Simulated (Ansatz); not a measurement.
# CdTe: the cost of one run

Computed with Ansatz 0.2.0 (DFT PBEsol, all-electron LAPW, scalar-relativistic unless said, unless a step's input says otherwise).

The COD entry's cell or inner coordinates are ideal or old and differ from later refinements, so a difference from it is no clean test against experiment.

1 further run of the same task is left out (set aside as unsound or not needed). Runs told in other sessions of the task aren't counted.

### Step 1. Starting point

Symmetry: F-43m, No. 216, cubic system. Conventional cell: a = 6.489 Å, b = 6.489 Å, c = 6.489 Å, α = 90.00°, β = 90.00°, γ = 90.00°. Cd (site symmetry -43m) is surrounded by 4 Te at 2.81 Å. Around Te (site symmetry -43m) lie 4 Cd at 2.81 Å.

Coordinates:

```xyz
2
Lattice="0.0000 3.2447 3.2447 3.2447 0.0000 3.2447 3.2447 3.2447 0.0000" Properties=species:S:1:pos:R:3 pbc="T T T"
Cd    0.0000    0.0000    0.0000
Te    4.8671    4.8671    4.8671
```

Cartesian axes are those of the input's lattice vectors. The structure goes back to a database entry.

### Step 2. Reference run, LAPW

input.yaml

```yaml
crystal:
  lattice:
    - [0.0, 3.24470465462, 3.24470465462]
    - [3.24470465462, 0.0, 3.24470465462]
    - [3.24470465462, 3.24470465462, 0.0]
  atoms:
    - { symbol: Cd, position: [0.0, 0.0, 0.0] }
    - { symbol: Te, position: [0.75, 0.75, 0.75] }
kpoints:
  mp_grid: { grid: [6, 6, 6] }
scf:
  occupations: { method: fixed }
hamiltonian:
  xc: pbesol
  pseudopotentials: { kind: all_electron, lapw: { basis_error: 0.001 } }
phonons:
  qmesh: [2, 2, 2]
  qpath:
    path:
      - [0.0, 0.0, 0.0]
      - [-0.5, -0.5, 0.0]
      - [-0.375, -0.375, 0.25]
      - [-0.375, 0.0, 0.375]
      - [0.0, 0.0, 0.0]
      - [0.0, 0.0, 0.5]
      - [-0.5, -0.25, 0.25]
      - [-0.5, -0.5, 0.0]
    npoints: 6
  temperatures: { t_min: 0, t_max: 1000, t_step: 100 }
```

On the command line:

```console
$ ansatz run input.yaml --threads 1 --pin off --max-ram 3072MiB --backend cpu --events-out ev --progress --plain --runs-dir out
```

Q: Estimate wall time and peak memory on 1 thread of Arm Neoverse V2, shared host.

About 17 min, with a peak of 0.89 GiB.
